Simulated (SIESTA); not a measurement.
TiAl3 under changes of volume

One of the cells (15.947 Å³/atom); the others are scaled copies at fixed shape and fractional positions:

```
Ti Al
1.0
    -1.92376    1.92376    4.30902
     1.92376   -1.92376    4.30902
     1.92376    1.92376   -4.30902
Ti Al
1 3
Cartesian
  0.0000 0.0000 0.0000
  1.9238 0.0000 2.1545
  0.0000 1.9238 2.1545
  0.0000 0.0000 4.3090
```

The cell comes from a database or a generator and needn't be the stable form of this composition.

| Item | Value |
| --- | --- |
| Program | SIESTA 5.4.2 |
| Functional | PBE |
| Potentials or basis | PseudoDojo 0.4 standard (PBE files) |
| Basis | DZP (energy shift 0.003 Ry; two zetas on semicore shells) |
| Grid cutoff | 800 Ry |
| Energy shift | 0.003 Ry |
| k mesh | 10 × 10 × 10 |
| Occupations | fermi-dirac, width 0.05 eV |
| Spin | no spin polarisation |

```tsv
volume (Å³/atom)	energy over the lowest point (meV/atom)	pressure (GPa)
14.696	40.19	10.8
15.009	22.16	7.8
15.322	9.79	5.0
15.947	0.00	0.2
16.260	?	?
16.572	7.16	-3.7
```

Q: What does the run at 16.260 Å³/atom give?

A: Energy over the lowest point 1.67 meV/atom; pressure -1.8 GPa.

Worked out: A Birch-Murnaghan fit of order 3 (a polynomial in V^(-2/3)) to the other rows has its minimum at 15.98 Å³/atom with B0 = V·E''(V) = 110 GPa and B' = 3.9 at fixed shape and positions, which overstates the stiffness. It gives 1.66 meV/atom at 16.260 Å³/atom, against the run's 1.67, and -dE/dV = -1.9 GPa, against -1.8.

Energies are extrapolated to zero smearing.

Caveats: the basis of atomic orbitals isn't converged, which shifts pressures, moduli and gaps.
